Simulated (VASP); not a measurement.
# Relaxed cell of GaAs: a test of cutoff and mesh, part 2 of 2

How far does the relaxed cell of GaAs depend on cutoff and k mesh? The starting structure is a measured crystal structure from the Crystallography Open Database.

VASP 6.6.1.

Results so far: reference 22.67 Å³ an atom; a cutoff of 280 eV 22.54 Å³ an atom; a 4×4×4 mesh 22.75 Å³ an atom.

## Step 5: Relaxation with a cutoff of 480 eV

Level of this step: PBEsol; plane waves and PAW (As, Ga_d) (VASP).

Against step 2 the input has ENCUT = 480.

INCAR reads:

```
SYSTEM = GaAs
PREC = Accurate
ENCUT = 480
EDIFF = 1E-06
NELM = 100
ISMEAR = 0
SIGMA = 0.03
LREAL = .FALSE.
ALGO = Normal
GGA = PS
NBANDS = 15
LORBIT = 11
LWAVE = .FALSE.
LCHARG = .FALSE.
KPAR = 2
IBRION = 2
NSW = 50
ISIF = 3
EDIFFG = -0.01
```

POSCAR reads:

```
GaAs
1.0
    0.0000000000      2.8268500000      2.8268500000
    2.8268500000      0.0000000000      2.8268500000
    2.8268500000      2.8268500000      0.0000000000
As Ga
1 1
Direct
    0.7500000000      0.7500000000      0.7500000000
    0.0000000000      0.0000000000      0.0000000000
```

KPOINTS reads:

```
Automatic mesh
0
Gamma
6 6 6
0 0 0
```

The projector-augmented-wave data sets are As and Ga_d (PBE family, release 64).

On the command line:

```sh
$ mpirun -np 2 vasp_std
```

The program printed:

```text
[... set-up lines as in an earlier step ...]
 entering main loop
       N       E                     dE             d eps       ncg     rms          rms(c)
DAV:   1     0.782240652211E+02    0.78224E+02   -0.87140E+03   496   0.159E+03
DAV:   2    -0.347927730634E+01   -0.81703E+02   -0.78326E+02   536   0.300E+02
DAV:   3    -0.918465681866E+01   -0.57054E+01   -0.56865E+01   571   0.654E+01
DAV:   4    -0.926949234307E+01   -0.84836E-01   -0.84823E-01   585   0.891E+00
[...]
DAV:  10    -0.906502206339E+01   -0.34201E-04   -0.53837E-05   679   0.766E-02    0.232E-02
DAV:  11    -0.906504403681E+01   -0.21973E-04   -0.26184E-05   536   0.547E-02    0.258E-03
DAV:  12    -0.906504403938E+01   -0.25739E-08   -0.92875E-07   499   0.161E-02
   1 F= -.90650440E+01 E0= -.90650440E+01  d E =-.906504E+01
[...]
N       E                     dE             d eps       ncg     rms          rms(c)
DAV:   1    -0.907092074077E+01   -0.58767E-02   -0.71471E-02   599   0.498E+00    0.435E-01
[...]
DAV:   4    -0.906520052800E+01    0.10415E-03   -0.12056E-04   559   0.149E-01    0.152E-02
DAV:   5    -0.906518436970E+01    0.16158E-04   -0.92389E-06   601   0.406E-02    0.337E-03
DAV:   6    -0.906518416923E+01    0.20047E-06   -0.51645E-07   289   0.101E-02
   2 F= -.90651842E+01 E0= -.90651842E+01  d E =-.140130E-03
 trial-energy change:   -0.000140  1 .order   -0.000101   -0.000516    0.000315
 step:   0.6828(harm=  0.6212)  dis= 0.00000  next Energy=    -9.065233 (dE=-0.189E-03)
[...]
N       E                     dE             d eps       ncg     rms          rms(c)
DAV:   1    -0.906579698999E+01   -0.61262E-03   -0.71167E-03   606   0.155E+00    0.139E-01
DAV:   2    -0.906534393917E+01    0.45305E-03   -0.75176E-04   592   0.608E-01    0.632E-02
DAV:   3    -0.906523146171E+01    0.11248E-03   -0.11984E-04   606   0.208E-01    0.141E-02
DAV:   4    -0.906522139131E+01    0.10070E-04   -0.11777E-05   552   0.452E-02    0.486E-03
DAV:   5    -0.906521996512E+01    0.14262E-05   -0.85400E-07   289   0.130E-02    0.926E-04
DAV:   6    -0.906521996684E+01   -0.17203E-08   -0.12074E-07   261   0.412E-03
   3 F= -.90652200E+01 E0= -.90652200E+01  d E =-.175927E-03
[...]
reached required accuracy - stopping structural energy minimisation
```

It took 17 s on 2 MPI ranks of AMD EPYC 7R43, shared host; peak memory 0.26 GiB.

OUTCAR, selected parts (step 5):

```text
  Total        0.0043115      0.0043115      0.0043115      0.0000000     -0.0000000      0.0000000
  in kB        0.1522601      0.1522601      0.1522601      0.0000000     -0.0000000      0.0000000
  external PRESSURE =       0.1522601 kB  Pullay stress =       0.0000000 kB

 POSITION                                       TOTAL-FORCE (eV/Angst)
 -----------------------------------------------------------------------------------
      4.24617      4.24617      4.24617        -0.000000     -0.000000      0.000000
      0.00000      0.00000      0.00000         0.000000      0.000000     -0.000000
 -----------------------------------------------------------------------------------
    total drift:                               -0.000000     -0.000000     -0.000000

  FREE ENERGIE OF THE ION-ELECTRON SYSTEM (eV)
  ---------------------------------------------------
  free  energy   TOTEN  =        -9.0652199668 eV

  energy  without entropy=       -9.0652199668  energy(sigma->0) =       -9.06521997

[... 2 parts as in an earlier step ...]

[... 2 further parts left out ...]
[key lines of the parts left out:]
E-fermi :   3.9527
```

With a cutoff of 480 eV the cell ends at 22.684 Å³ an atom, +0.08 % from the reference.

## Step 6: Relaxation with a 10×10×10 mesh

Against step 2 the input has a 10×10×10 mesh.

INCAR: that of step 5 with these lines changed.

```diff
@@ -2,3 +2,3 @@
 PREC = Accurate
-ENCUT = 480
+ENCUT = 450
 EDIFF = 1E-06
```

POSCAR is that of step 5.

KPOINTS reads:

```
Automatic mesh
0
Gamma
10 10 10
0 0 0
```

On the command line:

```sh
$ mpirun -np 2 vasp_std
```

The program printed:

```text
[... set-up lines as in an earlier step ...]
 entering main loop
       N       E                     dE             d eps       ncg     rms          rms(c)
DAV:   1     0.767404449507E+02    0.76740E+02   -0.84655E+03  1466   0.150E+03
DAV:   2    -0.325421620414E+01   -0.79995E+02   -0.76701E+02  1543   0.295E+02
DAV:   3    -0.920128254863E+01   -0.59471E+01   -0.59241E+01  1739   0.660E+01
DAV:   4    -0.928868933389E+01   -0.87407E-01   -0.87393E-01  1582   0.884E+00
[...]
DAV:  10    -0.909003162771E+01   -0.30144E-04   -0.52221E-05  2069   0.731E-02    0.228E-02
DAV:  11    -0.909005195733E+01   -0.20330E-04   -0.24122E-05  1578   0.514E-02    0.238E-03
DAV:  12    -0.909005199205E+01   -0.34715E-07   -0.75761E-07  1370   0.144E-02
   1 F= -.90900520E+01 E0= -.90900520E+01  d E =-.909005E+01
[...]
N       E                     dE             d eps       ncg     rms          rms(c)
DAV:   1    -0.909483473435E+01   -0.47828E-02   -0.57806E-02  1788   0.448E+00    0.392E-01
[...]
DAV:   4    -0.909018478833E+01    0.85299E-04   -0.97980E-05  1648   0.133E-01    0.136E-02
DAV:   5    -0.909017165953E+01    0.13129E-04   -0.74153E-06  1754   0.363E-02    0.291E-03
DAV:   6    -0.909017149171E+01    0.16782E-06   -0.42467E-07   852   0.909E-03
   2 F= -.90901715E+01 E0= -.90901715E+01  d E =-.119500E-03
 trial-energy change:   -0.000119  1 .order   -0.000089   -0.000419    0.000242
 step:   0.6937(harm=  0.6340)  dis= 0.00000  next Energy=    -9.090208 (dE=-0.156E-03)
[...]
N       E                     dE             d eps       ncg     rms          rms(c)
DAV:   1    -0.909063595318E+01   -0.46429E-03   -0.53718E-03  1781   0.135E+00    0.121E-01
DAV:   2    -0.909029233862E+01    0.34361E-03   -0.56872E-04  1767   0.528E-01    0.550E-02
DAV:   3    -0.909020748155E+01    0.84857E-04   -0.89939E-05  1823   0.179E-01    0.123E-02
DAV:   4    -0.909019990018E+01    0.75814E-05   -0.89355E-06  1605   0.393E-02    0.420E-03
DAV:   5    -0.909019886932E+01    0.10309E-05   -0.64423E-07   852   0.112E-02    0.777E-04
DAV:   6    -0.909019887406E+01   -0.47453E-08   -0.90391E-08   789   0.356E-03
   3 F= -.90901989E+01 E0= -.90901989E+01  d E =-.146882E-03
[...]
reached required accuracy - stopping structural energy minimisation
```

It took 41 s on 2 MPI ranks; peak memory 0.28 GiB.

From OUTCAR (step 6):

```text
  Total        0.0034127      0.0034127      0.0034127      0.0000000     -0.0000000      0.0000000
  in kB        0.1205612      0.1205612      0.1205612      0.0000000     -0.0000000      0.0000000
  external PRESSURE =       0.1205612 kB  Pullay stress =       0.0000000 kB

 POSITION                                       TOTAL-FORCE (eV/Angst)
 -----------------------------------------------------------------------------------
      4.24567      4.24567      4.24567         0.000000      0.000000      0.000000
      0.00000      0.00000      0.00000        -0.000000     -0.000000     -0.000000
 -----------------------------------------------------------------------------------
    total drift:                               -0.000001     -0.000001     -0.000000

  FREE ENERGIE OF THE ION-ELECTRON SYSTEM (eV)
  ---------------------------------------------------
  free  energy   TOTEN  =        -9.0901988741 eV

  energy  without entropy=       -9.0901988741  energy(sigma->0) =       -9.09019887

[... 1 part as in an earlier step ...]

[... 3 further parts left out ...]
[key lines of the parts left out:]
E-fermi :   3.9658
```

With a 10×10×10 mesh the cell ends at 22.676 Å³ an atom, +0.04 % from the reference.

## Step 7: Comparison

```tsv
run	volume (Å³/atom)	change (%)	pressure left (GPa)	core minutes
reference	22.667	-	0.04	0.447
a cutoff of 280 eV	22.538	-0.57	-0.02	0.26
a 4×4×4 mesh	22.754	0.39	0.02	0.307
a cutoff of 480 eV	22.684	0.08	0.02	0.573
a 10×10×10 mesh	22.676	0.04	0.01	1.37
```

Core minutes are wall time times ranks, summed over the relaxations behind a row (those for a bulk modulus apart), on shared hosts.

## Step 8: Outcome

```yaml
volume_of_the_reference: 22.67 Å³/atom
volume_against_the_reference_a_cutoff_of_280_ev: -0.57 %
volume_against_the_reference_a_4x4x4_mesh: +0.39 %
volume_against_the_reference_a_cutoff_of_480_ev: +0.08 %
volume_against_the_reference_a_10x10x10_mesh: +0.04 %
```

**Reading.** The volume moves most with a cutoff of 280 eV: -0.57 % against the reference (450 eV, 6×6×6 mesh). On finer settings it changes by +0.04 % with a 10×10×10 mesh. The relaxations stop with up to 0.04 GPa left, which at a bulk modulus of 50 GPa, to name a scale, is 0.08 % of the volume. A cell that shrinks at the lower cutoff is the usual mark of Pulay stress, the error that a plane-wave basis makes when it is kept while the volume changes. Further runs on this material are not shown.

[Lines on the potential files, build, host, timing and source positions are cut from VASP's logs without a mark.]

[Logs are printed without paths, hosts, clocks, repeated set-up lines and the standing remarks that a program may print on its own settings, such as how far it seeks lower states.]

[Hosts, paths, dates, database ids (printed as entryN), source tags and the programs' standing remarks are cut or masked in the printed files.]
